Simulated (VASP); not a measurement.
The system is GaAs.

```xyz
2
Lattice="0.0000 2.8268 2.8268 2.8268 0.0000 2.8268 2.8268 2.8268 0.0000" Properties=species:S:1:pos:R:3 pbc="T T T"
As    4.2403    4.2403    4.2403
Ga    0.0000    0.0000    0.0000
```

```yaml
Program: VASP 6.6.1
Task: relaxation of cell and atoms
Functional: PBE
Potentials_or_basis: VASP PAW PBE potentials, release 54 (As, Ga_d)
Cutoff: 600 eV
k_mesh: 8 × 8 × 8
Occupations: fermi-dirac, width 0.05 eV
Spin: no spin polarisation
```

At the start: pressure 3.5 GPa; volume 22.59 Å³/atom.

Problem. How do energy, volume and symmetry change on relaxing?

Solution. Over 4 steps the energy falls by 12.0 meV/atom and the volume is 23.83 Å³/atom (+5.5 %); space group F-43m (No. 216, to 0.05 Å).

The path:
| step | energy change (eV) | largest force (eV/Å) | pressure (GPa) | volume (Å³) |
| --- | --- | --- | --- | --- |
| 1 | 0.0000 | 0.0000 | 3.46 | 45.18 |
| 2 | -0.0209 | 0.0000 | -0.96 | 48.44 |
| 3 | -0.0240 | 0.0000 | 0.15 | 47.54 |
| 4 | -0.0239 | 0.0000 | -0.13 | 47.66 |

Final structure:
```xyz
2
Lattice="0.0000 2.8776 2.8776 2.8776 0.0000 2.8776 2.8776 2.8776 0.0000" Properties=species:S:1:pos:R:3 pbc="T T T"
As    4.3164    4.3164    4.3164
Ga    0.0000    0.0000    0.0000
```
